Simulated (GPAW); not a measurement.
Wanted: an ASE script for a GPAW 26.7.0 run.

```
Task                : band structure
Functional          : RPBE
Potentials or basis : the program's PAW data sets (release 1.2.1) made for this functional
Cutoff              : 800 eV
Basis               : pw
k mesh              : 10 × 10 × 10
Occupations         : fermi-dirac, width 0.05 eV
Spin                : no spin polarisation
Maxiter             : 150
Band path           : GXWKGLUWLK,UX
Band points         : 80
```

Crystal: BP.

```
P B
1.0
     0.00000    2.26900    2.26900
     2.26900    0.00000    2.26900
     2.26900    2.26900    0.00000
P B
1 1
Direct
  0.75000 0.75000 0.75000
  0.00000 0.00000 0.00000
```

One way to write it, as run:

run.py

```python
from ase import Atoms
from ase.dft.bandgap import bandgap
from ase.io import write
from ase.units import GPa
from gpaw import GPAW, PW

atoms = Atoms(['P', 'B'],
              cell=[[0.0, 2.269, 2.269],
                    [2.269, 0.0, 2.269],
                    [2.269, 2.269, 0.0]],
              scaled_positions=[[0.75, 0.75, 0.75],
                                [0.0, 0.0, 0.0]],
              pbc=True)

calc = GPAW(mode=PW(800),
            xc='RPBE',
            kpts={'size': (10, 10, 10), 'gamma': True},
            occupations={'name': 'fermi-dirac', 'width': 0.05},
            nbands=11,
            convergence={'density': 1e-05, 'energy': 1e-05},
            maxiter=150,
            txt='gpaw.txt')
atoms.calc = calc
energy = atoms.get_potential_energy()
forces = atoms.get_forces()
stress = atoms.get_stress()
calc.write('gs.gpw')
write('result.traj', atoms)
print(f'Energy: {energy:.6f} eV')
print('Forces (eV/A):')
print(forces.round(4))
print('Stress (GPa):', (stress / GPa).round(3))
print('Fermi level:', round(calc.get_fermi_level(), 4), 'eV')
print(f'Gap: {bandgap(calc)[0]:.4f} eV, direct: {bandgap(calc, direct=True)[0]:.4f} eV')

path = atoms.cell.bandpath('GXWKGLUWLK,UX', npoints=80, eps=1e-4)
bs_calc = calc.fixed_density(kpts=path, symmetry='off', nbands=19,
                             convergence={'bands': 'CBM+6.0', 'eigenstates': 1e-6}, txt='bands.txt')
bs = bs_calc.band_structure()
bs.write('bs.json')
print(f'Gap on the path: {bandgap(bs_calc)[0]:.4f} eV')
```

Potentials or basis: the program's PAW data sets (release 1.2.1) made for this functional, pw.

Run with:

```bash
$ OMP_NUM_THREADS=1 python run.py
```

Results of the run:

```yaml
Pressure: 4.2 GPa
Band_gap_on_the_k_mesh: 1.27 eV, indirect (least direct gap 3.41 eV)
Band_gap_along_the_path: 1.26 eV, indirect (least direct gap 3.41 eV)
```

Run time: 22 s on 1 thread of Intel(R) Xeon(R) Platinum 8488C (Sapphire Rapids) (shared host), peak memory 0.22 GiB.
